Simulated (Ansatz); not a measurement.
A single-point run of Ansatz (plane waves, PAW) on MgTe built on the wurtzite prototype, with the lines that name the functional removed. The cell was relaxed with r2SCAN and then strained (epitaxial +2.0 % in the xy plane, free normal strain -1.62 %), with the atoms relaxed again with r2SCAN; k points keep the names of the unstrained zone.

```
CELL_PARAMETERS angstrom
4.66919 0.00000 0.00000
-2.33459 4.04364 0.00000
0.00000 0.00000 7.33436
ATOMIC_POSITIONS crystal
Mg 0.33333 0.66667 0.99585
Mg 0.66667 0.33333 0.49585
Te 0.33333 0.66667 0.37915
Te 0.66667 0.33333 0.87915
```

```
Crystal: 4 atoms, lattice volume = 138.476 Å³
Basis set: ecut = 420 eV, 2695 PW (Γ)
Bands: 31, of which v1, the nominal top of the filled ones, is band 26 counted from 1 (25 counted from 0)
Symmetry: 12 space group operations
Space group: P63mc (ITA 186)
k-points: 21 of 144 (time reversal used)
preconditioner: auto → Resta (q_TF=auto, 2.317 Å⁻¹)  ε∞=3.4  [insulator: Δε(μ)=2.216 eV  σ=0.020 eV  ℏωp=12.6 eV]
SCF 1 converged in 6 iterations: F = -17811.038689 eV  dr2 = 5.95e-8
NSCF: frozen V_eff on 6 k-points
SCF converged after 6 iterations
Free energy (F): -17811.038689 eV
Fermi energy:    5.335612 eV
--- Forces (eV/Å), atoms counted from 1 ---
  atom   1  Mg      0.00000      0.00000    -0.00813
  atom   2  Mg      0.00000      0.00000    -0.00813
  atom   3  Te      0.00000      0.00000      0.00810
  atom   4  Te      0.00000      0.00000      0.00810
--- Stress (GPa, compression-positive) ---
       -0.524718       0.000000       0.000000
        0.000000      -0.524718       0.000000
        0.000000       0.000000       0.598272
  P = ⅓ Tr σ = -0.1504 GPa (-1.504 kbar)
--- Band table (eV; the first three rows and the last of 21) ---
  k-point 0: bands = […, 1.0088, 3.5067, 3.5067, 4.0293, 4.0293, 4.2204, 6.4508, 6.8105, 9.2381, 9.2381, …]
  k-point 1: bands = […, 1.3431, 3.4259, 3.5761, 3.5761, 3.9447, 3.9447, 6.9837, 7.1264, 9.2673, 9.2673, …]
  k-point 2: bands = […, 2.2362, 2.2362, 3.7529, 3.7529, 3.7529, 3.7529, 7.3633, 7.3633, 9.4939, 9.4939, …]
  k-point 20: bands = […, 1.1908, 1.1908, 2.2512, 2.2512, 3.5925, 3.5925, 8.0637, 8.0637, 9.3771, 9.3771, …]
```

The file bands.tsv (bands near the Fermi energy, numbered from 0, rounded):
```tsv
# k_distance	band_21	band_22	band_23	band_24	band_25	band_26	band_27	band_28	band_29
# fermi_ev = 5.335612
# [0, 0, 0] at k_distance = 0.000000
# [0.5, 0, 0] at k_distance = 0.776923
# [0.3333333333, 0.3333333333, 0] at k_distance = 1.225479
# [0, 0, 0.5] at k_distance = 2.219605
# [0.5, 0, 0.5] at k_distance = 2.996528
# [0.3333333333, 0.3333333333, 0.5] at k_distance = 3.445085
# levels_relative_to = fermi_ev
0.000	-1.829	-1.829	-1.306	-1.306	-1.115	1.115	1.475	3.902	3.902
0.777	-3.733	-3.113	-2.510	-2.162	-1.682	1.824	2.598	3.187	4.227
1.225	-3.725	-3.519	-2.578	-2.578	-2.490	2.437	4.307	4.307	4.769
2.220	-3.099	-1.583	-1.583	-1.583	-1.583	2.028	2.028	4.158	4.158
2.997	-4.316	-2.145	-2.145	-2.005	-2.005	2.020	2.020	3.063	3.063
3.445	-4.145	-3.084	-3.084	-1.743	-1.743	2.728	2.728	4.041	4.041
```
In order the rows are Γ, M, K, A, L, H.

Q: Which functional gave these numbers?
A. PBE
B. LDA
C. LC-ωPBE
D. r2SCAN

A: A. PBE. There is no exchange loop, so no exact exchange. With PBE the gap is 2.23 eV and direct, at Γ. Within one family of functionals the choice rests on the size of the gap and stress, not on a line of the log.

Command: `ansatz run input.yaml --threads 4 --pin off --max-ram 4608MiB --backend cpu --events-out ev --progress --plain --runs-dir out`. Wall time 5.9 s on 4 threads of Intel(R) Xeon(R) Processor @ 2.50GHz (Skylake/Cascade Lake) (shared host), load about 0.9 per core; peak host memory 0.45 GiB.

Calculated for a static, non-magnetic cell.

No spin-orbit coupling is included; it can move band edges with weight on the heavy atoms by tenths of an eV.
